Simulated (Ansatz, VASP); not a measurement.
# SiC in two plane-wave programs

Wanted: the spread between two codes on one cell, functional and k mesh.

Main program and level: Ansatz 0.2.0; plane waves, with VASP 6.6.1 beside it; band structure at r2SCAN.

## 1. Set-up

Symmetry: P6_3mc, No. 186, hexagonal system. The conventional cell has a = 3.079 Å, b = 3.079 Å, c = 20.146 Å, α = 90.00°, β = 90.00°, γ = 120.00°. Nearest to Si lie 4 C at 1.88 to 1.89 Å. Si has 4 C at 1.88 to 1.89 Å nearest. Nearest to C lie 4 Si at 1.88 to 1.89 Å. C has 4 Si at 1.88 to 1.89 Å nearest. Farther neighbours are not listed.

## 2. Ansatz: band structure, r2SCAN

Ansatz runs on its default PAW (the set named soft_2) files.

Levels along a path test the potential and the projectors away from the mesh points.

input.yaml

```yaml
crystal:
  lattice:
    - [3.079, 0.0, 0.0]
    - [-1.5395, 2.6664922183, 0.0]
    - [0.0, 0.0, 20.146]
  atoms:
    - { symbol: Si, position: [0.3333333333, 0.6666666667, 0.25] }
    - { symbol: Si, position: [0.6666666667, 0.3333333333, 0.75] }
    - { symbol: Si, position: [0.3333333333, 0.6666666667, 0.625] }
    - { symbol: Si, position: [0.6666666667, 0.3333333333, 0.125] }
    - { symbol: Si, position: [0.0, 0.0, 0.0] }
    - { symbol: Si, position: [0.0, 0.0, 0.5] }
    - { symbol: Si, position: [0.3333333333, 0.6666666667, 0.875] }
    - { symbol: Si, position: [0.6666666667, 0.3333333333, 0.375] }
    - { symbol: C, position: [0.3333333333, 0.6666666667, 0.969] }
    - { symbol: C, position: [0.6666666667, 0.3333333333, 0.469] }
    - { symbol: C, position: [0.0, 0.0, 0.094] }
    - { symbol: C, position: [0.0, 0.0, 0.594] }
    - { symbol: C, position: [0.3333333333, 0.6666666667, 0.344] }
    - { symbol: C, position: [0.6666666667, 0.3333333333, 0.844] }
    - { symbol: C, position: [0.3333333333, 0.6666666667, 0.719] }
    - { symbol: C, position: [0.6666666667, 0.3333333333, 0.219] }
hamiltonian:
  xc: r2scan
  pseudopotentials: { kind: paw }
kpoints:
  mp_grid: { grid: [6, 6, 1] }
  band_path:
    path:
      - [0.0, 0.0, 0.0]
      - [0.14286, 0.0, 0.0]
      - [0.28571, 0.0, 0.0]
      - [0.5, 0.0, 0.0]
      - [0.47619, 0.04762, 0.0]
      - [0.40476, 0.19048, 0.0]
      - [0.35714, 0.28571, 0.0]
      - [0.28571, 0.28571, 0.0]
      - [0.19048, 0.19048, 0.0]
      - [0.04762, 0.04762, 0.0]
      - [0.0, 0.0, 0.0]
      - [0.0, 0.0, 0.14286]
      - [0.0, 0.0, 0.35714]
      - [0.0, 0.0, 0.5]
      - [0.14286, 0.0, 0.5]
      - [0.28571, 0.0, 0.5]
      - [0.5, 0.0, 0.5]
      - [0.47619, 0.04762, 0.5]
      - [0.40476, 0.19048, 0.5]
      - [0.35714, 0.28571, 0.5]
      - [0.33333, 0.33333, 0.5]
      - [0.19048, 0.19048, 0.5]
      - [0.09524, 0.09524, 0.5]
      - [0.5, 0.0, 0.5]
      - [0.5, 0.0, 0.35714]
      - [0.5, 0.0, 0.14286]
      - [0.5, 0.0, 0.0]
      - [0.33333, 0.33333, 0.14286]
      - [0.33333, 0.33333, 0.28571]
      - [0.33333, 0.33333, 0.5]
    npoints: 1
scf:
  occupations: { method: gaussian, width: 0.01 }
  n_extra_bands: 14
output:
  forces: true
  stress: true
  eigenvalues: true
```

Launch:

```bash
$ ansatz run input.yaml --threads 4 --pin off --max-ram 9216MiB --backend cpu --events-out ev --progress --plain --runs-dir out
```

Numbers of over 12 decimals in the logs are rounded to 6 here.

The log of the run:

```text
scf.n_extra_bands = 14 over 32 filled bands (N_el = 64.0): the run solves 46 bands
Engine: ansatz 0.2.0, aarch64-unknown-linux-gnu
Pseudopotentials: kind: paw
Pseudopotential: Si, paw, valence charge 4, recommended cutoff 500 eV (meta_gga), Si.paw.azcp
Pseudopotential: C, paw, valence charge 4, recommended cutoff 500 eV (meta_gga), C.paw.azcp
Functional definition: r2SCAN
  parameter k0 = 0.174
  parameter k1 = 0.065
  parameter a1 = 4.9479
  exchange = r2scan_x(k0 = k0, k1 = k1, a1 = a1)
  correlation = r2scan_c
Crystal: 16 atoms, lattice volume = 165.401 Å³
Basis set: ecut = 500 eV, 4225 PW (Γ), exchange–correlation on 96×96×600 points (64 copies of the dense FFT grid, shifted against one another)
Bands: 46, of which v1, the nominal top of the filled ones, is band 32 counted from 1 (31 counted from 0)
Symmetry: 12 space group operations
Space group: P63mc (ITA 186), of the structure as read, at distance tolerance 5.5e-5 Å
k-points: 7 of 36
Non-local potential: Si, projectors of the file, l = 0: 2, l = 1: 2, l = 2: 2
Non-local potential: C, projectors of the file, l = 0: 2, l = 1: 2, l = 2: 1
PAW form: soft (Blöchl's): semilocal exchange-correlation on the pseudo side does not see the compensation charge
PAW frozen core: Si, regenerated for the run's functional (the file was generated under x = pbe(κ = 0.804, μ = 0.219515), c = pbe(β = 0.066725))
PAW frozen core: C, regenerated for the run's functional (the file was generated under x = pbe(κ = 0.804, μ = 0.219515), c = pbe(β = 0.066725))
PAW one-centre angular grid: Si, 302 points (default); XC on 160 Gauss nodes
PAW one-centre angular grid: C, 302 points (default); XC on 239 of its mesh's 2573 points in the sphere
Initial density: superposition of atomic densities (neutral atoms: chi_scale 0, normalization atom), corrected by the library's trained network
Initial wavefunctions: pseudopotential atomic-orbital guess
Functional: x = r2scan, c = r2scan; τ floored in thin density (d = 2e-4 eV/Å³)
SCF iter   1: F=—  HF=-7130.275732 eV  |F-HF|=—  |Δ(HF+E_count)|=         —  Δρ=5.87e-3  dr2=3.91e-2  dr2_τ=1.56e0  ethr=1.77e-3  ⟨swp⟩=7.3  Hψ=1626  notcnv=0  defer=13
preconditioner: auto → none  [insulator: Δε(μ)=2.083 eV  Ē_g=12.516 eV  σ=0.010 eV  W_gap=1.00  n_scr=14 (ndim 8)  ℏωp=23.1 eV  f_vac=0.000  D(μ)=0.00/eV (n_scr^D=0)  ε∞_Penn≈4.4]
SCF iter   2: F=—  HF=-7130.632511 eV  |F-HF|=—  |Δ(HF+E_count)|=   3.57e-1  Δρ=4.08e-3  dr2=1.55e-2  dr2_τ=3.17e-4  ethr=6.11e-5  ⟨swp⟩=3.1  Hψ=680  notcnv=0  defer=60
SCF iter   3: F=—  HF=-7130.638776 eV  |F-HF|=—  |Δ(HF+E_count)|=   6.26e-3  Δρ=1.80e-3  dr2=3.18e-2  dr2_τ=4.18e-4  ethr=2.42e-5  ⟨swp⟩=3.4  Hψ=573  notcnv=0  defer=60
SCF iter   4: F=—  HF=-7130.632796 eV  |F-HF|=—  |Δ(HF+E_count)|=   5.98e-3  Δρ=6.58e-4  dr2=2.19e-3  dr2_τ=3.04e-5  ethr=2.42e-5  ⟨swp⟩=3.7  Hψ=554  notcnv=0  defer=60
SCF iter   5: F=—  HF=-7130.632390 eV  |F-HF|=—  |Δ(HF+E_count)|=   4.06e-4  Δρ=2.35e-4  dr2=8.20e-5  dr2_τ=9.24e-6  ethr=3.42e-6  ⟨swp⟩=2.7  Hψ=529  notcnv=0  defer=60
SCF iter   6: F=—  HF=-7130.632322 eV  |F-HF|=—  |Δ(HF+E_count)|=   6.77e-5  Δρ=6.44e-5  dr2=3.69e-6  dr2_τ=1.68e-7  ethr=1.28e-7  ⟨swp⟩=2.0  Hψ=490  notcnv=0  defer=60
SCF iter   7: F=—  HF=-7130.632323 eV  |F-HF|=—  |Δ(HF+E_count)|=   9.38e-7  Δρ=1.88e-5  dr2=7.08e-7  dr2_τ=3.83e-8  ethr=5.77e-9  ⟨swp⟩=2.0  Hψ=471  notcnv=0  defer=60
SCF iter   8: F=-7130.632323 eV  HF=-7130.632323 eV  |F-HF|=2.24e-8  |Δ(HF+E_count)|=   7.11e-8  Δρ=6.91e-6  dr2=7.44e-8  dr2_τ=1.15e-9  ethr=1.56e-10  ⟨swp⟩=13.7  Hψ=1892  notcnv=0
SCF 1 converged in 8 iterations: F = -7130.632323 eV  dr2 = 7.44e-8
  greatest PAW one-centre occupation: 0.659 electrons in one spin orbital (limit 2), on the C atom at site 13 (counted from 0), in its partial waves of l = 0
NSCF: frozen V_eff on 30 k-points
SCF converged after 8 iterations
Free energy (F): -7130.632323 eV
Harris-Foulkes:  -7130.632323 eV  (|F-HF|=2.24e-8)
Internal energy: -7130.632323 eV  (E = F + TS)
E sigma→0 (E₀):  -7130.632323 eV
Fermi energy:    10.472761 eV
--- Per-component energies (eV) ---
  E_band       = 204.439345
  E_kinetic    = 1088.452808
  E_local      = -830.553771  (includes V_loc(G=0)·N_el)
  E_nonlocal   = 402.806103
  E_hartree    = 260.731171
  E_xc         = -810.878599
  E_vxc        = -949.127716  (∫ρ·V_xc dr)
  E_paw        = -4962.342676  (= ΣΔE_a)
  E_vpaw       = -73.153319  (= ΣTr[D̂ρ^β])
  E_aug_tail   = 0.000066  (compensation charges beyond the density's cutoff)
  E_vtau       = 44.550021  (kinetic-family band-sum trace: ∫τ·v_τ [+ j·A + Jᵃ·Aᵃ] dr)
  E_ewald      = -2278.037772
  E_core_change = -0.809654  (= ΣΔE_core)
  E_smearing   = -0.000000  (= −TS)
  E_closure    = -0.000000  (closes the sum)
  Σ components = -7130.632323   (vs F -7130.632323, Δ=0.00e0)
--- Forces (eV/Å), atoms counted from 1 ---
  atom   1  Si     0.00000000    -0.00000000     0.08156005
  atom   2  Si    -0.00000000     0.00000000     0.08156005
  atom   3  Si    -0.00000000     0.00000000     0.06669356
  atom   4  Si     0.00000000    -0.00000000     0.06669356
  atom   5  Si     0.00000000    -0.00000000     0.07755250
  atom   6  Si    -0.00000000     0.00000000     0.07755250
  atom   7  Si     0.00000000    -0.00000000     0.06828836
  atom   8  Si    -0.00000000     0.00000000     0.06828836
  atom   9  C     -0.00000000     0.00000000    -0.08867556
  atom  10  C     -0.00000000    -0.00000000    -0.08867556
  atom  11  C     -0.00000000     0.00000000    -0.06950934
  atom  12  C     -0.00000000    -0.00000000    -0.06950934
  atom  13  C      0.00000000    -0.00000000     0.03057234
  atom  14  C     -0.00000000     0.00000000     0.03057234
  atom  15  C      0.00000000    -0.00000000    -0.16645922
  atom  16  C     -0.00000000     0.00000000    -0.16645922
  max |Σ_I F_I| component: 4.54e-5 eV/Å
--- Stress (GPa, compression-positive) ---
        0.159918       0.000000       0.000000
       -0.000000       0.159918      -0.000000
        0.000000      -0.000000      -0.600190
  P = ⅓ Tr σ = -0.0935 GPa (-0.935 kbar)
--- Band table (eV; the first three rows and the last of 7) ---
  k-point 0: bands = [... 28 lower, 9.2204, 9.4022, 9.4022, 9.4049, 15.1844, 15.2496, 15.5844, 15.8485, ... 10 higher]
  k-point 1: bands = [... 28 lower, 8.8192, 8.8610, 9.1052, 9.1585, 14.6552, 14.8881, 14.9098, 15.3915, ... 10 higher]
  k-point 2: bands = [... 28 lower, 8.1094, 8.1451, 8.3486, 8.5459, 12.5302, 12.5886, 13.2382, 13.5714, ... 10 higher]
  k-point 6: bands = [... 28 lower, 6.8271, 6.8896, 7.1798, 7.1798, 13.1203, 13.8701, 13.9855, 13.9855, ... 10 higher]
```

Wall time 16 s (4 threads of Arm Neoverse N1, shared host); peak memory 0.82 GiB.

Reading the cycles: dr2 is the Hartree energy of the density residual (eV), the measure of convergence; HF is the Harris–Foulkes estimate of the energy, which meets the free energy F at convergence.

(Part 1 of 2 ends here.)

[Lines on the potential files, build, host, timing and source positions are cut from VASP's logs without a mark.]

[Logs are printed without paths, hosts, clocks, repeated set-up lines and the standing remarks that a program may print on its own settings, such as how far it seeks lower states.]

[Hosts, paths, dates, database ids (printed as entryN), source tags and the programs' standing remarks are cut or masked in the printed files.]
